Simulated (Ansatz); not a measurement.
The system is CdF2.

```
CELL_PARAMETERS angstrom
0.00000 2.69400 2.69400
2.69400 0.00000 2.69400
2.69400 2.69400 0.00000
ATOMIC_POSITIONS crystal
Cd 0.00000 0.00000 0.00000
F 0.75000 0.75000 0.75000
F 0.25000 0.25000 0.25000
```

Base run:

| Property | Result |
| --- | --- |
| Program | Ansatz 0.2.0 |
| Functional | PBE |
| Potentials or basis | Ansatz PAW |
| Cutoff | 420 eV (not typed: the program's choice for these potentials) |
| k mesh | 9 × 9 × 9 |
| Occupations | fermi-dirac, width 0.05 eV |
| Spin | no spin polarisation |

Its results: band gap on the k mesh 3.13 eV, indirect (least direct gap 3.60 eV); pressure 5.5 GPa.

Question: After a change of settings the same cell gave: band gap on the k mesh 3.82 eV, indirect (least direct gap 4.31 eV); pressure 0.0 GPa. Which change was it?
A. functional from PBE to LDA
B. functional from PBE to r2SCAN; cutoff from 420 eV (not typed: the program's choice for these potentials) to 500 eV (not typed: the program's choice for these potentials)
C. functional from PBE to PBEsol

Answer: B.

r2SCAN gives the wider gap, since meta-GGAs in the generalised Kohn-Sham scheme recover part of the derivative discontinuity.

Caveats: the PAW data sets come from PBE, with cores solved anew for the run's functional, which leaves a small shift of forces and pressure (some runs).
